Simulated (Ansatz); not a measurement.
## CoO under changes of volume

One of the cells (9.684 Å³/atom); the others are scaled copies at fixed shape and fractional positions:

```
Co O
1.0
     0.00000    2.13150    2.13150
     2.13150    0.00000    2.13150
     2.13150    2.13150    0.00000
Co O
1 1
Direct
  0.00000 0.00000 0.00000
  0.50000 0.50000 0.50000
```

* Program: Ansatz 0.2.0
* Functional: LDA
* Potentials or basis: Ansatz PAW
* Cutoff: 420 eV (not typed: the program's choice for these potentials)
* k mesh: 11 × 11 × 11
* Occupations: fermi-dirac, width 0.05 eV
* Spin: collinear spin, ferromagnetic start
* Starting moments: [2.0, 0.0] μB

```tsv
volume (Å³/atom)	energy over the lowest point (meV/atom)	pressure (GPa)	moment (μB per cell)
9.103	0.00	-11.5	2.61
9.297	?	?	?
9.490	32.88	-16.6	2.83
9.684	54.57	-19.2	2.88
9.878	79.29	-21.5	2.93
10.071	106.62	-23.8	2.97
10.265	136.66	-25.9	2.99
```

Q: What does the run at 9.297 Å³/atom give?

A: Energy over the lowest point 14.63 meV/atom; pressure -13.7 GPa; moment 2.76 μB per cell.

Worked out: A Birch-Murnaghan fit of order 3 (a polynomial in V^(-2/3)) to the other rows has no minimum within the range. It gives 14.66 meV/atom at 9.297 Å³/atom, against the run's 14.63, and -dE/dV = -13.7 GPa, against -13.7. A parabola through the other rows of the moment, of slope 0.516 μB per Å³/atom there, gives 2.72 μB, against the run's 2.76.

Energies are extrapolated to zero smearing.

Caveats: a cell with one magnetic atom can't hold antiferromagnetic order, which such compounds often take; the PAW data sets come from PBE, with cores solved anew for the run's functional, which leaves a small shift of forces and pressure.
